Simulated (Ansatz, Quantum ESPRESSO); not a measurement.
## HgTe: 3 runs at one level of theory

The starting cell:

```
Hg Te
1.0
     0.00000    3.21450    3.21450
     3.21450    0.00000    3.21450
     3.21450    3.21450    0.00000
Hg Te
1 1
Cartesian
  0.0000 0.0000 0.0000
  4.8217 4.8217 4.8217
```

Alike in all runs: task relaxation of cell and atoms; functional PBEsol; k mesh 7 × 7 × 7; occupations fermi-dirac, width 0.05 eV; no spin polarisation; no spin-orbit coupling.

```
                        program and potentials  plane-wave cutoff (eV)                                                                                          notes  equilibrium volume (Å³/atom)
                            Ansatz, Ansatz PAW                     420  potentials made for PBE, which Ansatz adapts in part; 18 valence electrons an atom on average                         34.50
Ansatz, all-electron LAPW, scalar-relativistic                       -                                                                                              -                         34.51
             Quantum ESPRESSO, GBRV 1.5 PBEsol                     612                                                         9 valence electrons an atom on average                         34.77
```

The equilibrium volume spans 34.50 (Ansatz, Ansatz PAW) to 34.77 Å³/atom (Quantum ESPRESSO, GBRV 1.5 PBEsol), with all-electron results at 34.51. Relaxations stop with a little pressure left, so the last digit of a volume isn't settled.

The functional is the same throughout but for its coding, so the spread measures potentials, basis and numerics; runs on potential files found faulty are left out.
